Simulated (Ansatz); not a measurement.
The calculation used Ansatz, DFT PBE, scalar-relativistic, plane waves, PAW. All cells share a 420 eV cutoff and Γ-centred k meshes spaced at most about 0.3 Å⁻¹ (about 0.25 or finer for metals, 2π included). No spin polarisation.

These are static total energies at zero pressure.

Problem. Which of these relaxed structures of Si4Ge is the lowest in energy?
A.

Space group I4/m (No. 87). a = 7.008 Å, b = 7.008 Å, c = 3.252 Å, α = 90.00°, β = 90.00°, γ = 90.00°
| atom | site | symmetry | x | y | z |
| --- | --- | --- | --- | --- | --- |
| Si | 8h | m.. | 0.1393 | 0.3489 | 0.5000 |
| Ge | 2a | 4/m.. | 0.0000 | 0.0000 | 0.0000 |

B.

Space group P6_3/mmc (No. 194). a = 2.782 Å, b = 2.782 Å, c = 23.196 Å, α = 90.00°, β = 90.00°, γ = 120.00°
```csv
atom,site,symmetry,x,y,z
Si,4f,3m.,0.3333,0.6667,0.9524
Si,4f,3m.,0.3333,0.6667,0.1412
Ge,2d,-6m2,0.3333,0.6667,0.7500
```

C.

Space group Im-3m (No. 229). a = 5.759 Å, b = 5.759 Å, c = 5.759 Å, α = 90.00°, β = 90.00°, γ = 90.00°
```json
{"atom": "Si", "site": "8c", "symmetry": ".-3m", "x": "0.2500", "y": "0.2500", "z": "0.7500"}
{"atom": "Ge", "site": "2a", "symmetry": "m-3m", "x": "0.0000", "y": "0.0000", "z": "0.0000"}
```

Solution. A. The next of these, B, lies 47 meV/atom higher. Counting Si atoms around Ge (those within 1.25 times the shortest such distance or 1.15 times the sum of covalent radii; a plus sign parts nearer from farther groups; the shortest distance is added where it is long for a bond): A has Ge 4+8 from 2.7 Å; B has Ge 6 from 3.0 Å; C has Ge 8. All come from invented guesses. The lowest form computed isn't among them: it has Si and Ge ordered on diamond sites, space group I4_1/a (No. 88), 21.0 Å³/atom and lies 0.45 eV/atom below the best shown. Even the lowest of the cells shown lies +0.46 eV/atom against the elements.

Cells relaxed within their symmetry can be saddle points. Some structure types and database cells were kept out of the candidates from the start, so a known form may be missing.
